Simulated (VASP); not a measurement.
# Sn: restarted molecular dynamics, 2 variants

Sn, Fd-3m (no. 227), 8 atoms in the cell. PBE, molecular dynamics; PAW potentials Sn (PBE set).

| Restart from | Temperature at the end (K) | The same without a restart (K) | Potential energy at the end (eV/atom) | The same without a restart (eV/atom) | Electronic steps in the first step after the restart | Time (s) |
|---|---|---|---|---|---|---|
| CONTCAR with velocities, WAVECAR read | 325.0 | 325.0 | -3.61060 | -3.61060 | 4 | 123 |
| CONTCAR with velocities, no WAVECAR | 325.0 | 325.0 | -3.61060 | -3.61060 | 14 | 129 |

Limits: 240 fs of 8 atoms are too short for converged averages.

## Input of the first row

INCAR.step1:
```
GGA = PE
PREC = Normal
ENCUT = 200
EDIFF = 1E-6
NELMIN = 4
NELM = 60
ALGO = Fast
LREAL = Auto
LASPH = True
ISMEAR = -1
SIGMA = 0.05
ISYM = 0
LWAVE = True
LCHARG = False
IBRION = 0
NSW = 30
POTIM = 4.0
TEBEG = 600
ISIF = 2
RANDOM_SEED = 619137 0 0
MDALGO = 2
SMASS = 0
KPAR = 2
```

INCAR.step2, as INCAR.step1 but for:
```
- LWAVE = True
+ LWAVE = False
```

KPOINTS:
```
k-points
0
Monkhorst-Pack
  2 2 2
```

POSCAR.step1:
```
Sn
1.0
    6.4666856000      0.0000000000      0.0000000000
    0.0000000000      6.4666856000      0.0000000000
    0.0000000000      0.0000000000      6.4666856000
Sn
8
Direct
    0.2500000000      0.2500000000      0.2500000000
    0.5000000000      0.0000000000      0.5000000000
    0.2500000000      0.7500000000      0.7500000000
    0.5000000000      0.5000000000      0.0000000000
    0.7500000000      0.2500000000      0.7500000000
    0.0000000000      0.0000000000      0.0000000000
    0.7500000000      0.7500000000      0.2500000000
    0.0000000000      0.5000000000      0.5000000000
```

Commands (each step's output is kept before the next begins):
```
cat potpaw_PBE.64/Sn/POTCAR > POTCAR
cp INCAR.step1 INCAR
cp POSCAR.step1 POSCAR
mpirun -np 2 vasp_std > vasp.out
cp CONTCAR POSCAR
cp INCAR.step2 INCAR
mpirun -np 2 vasp_std > vasp.out
```

Changes of the last row against the first:
```
(step 1)
- LWAVE = True
+ LWAVE = False
```

VASP 6.6.1 took 123 s on 2 cores (Intel Xeon Platinum 8488C (Sapphire Rapids)), a shared host.
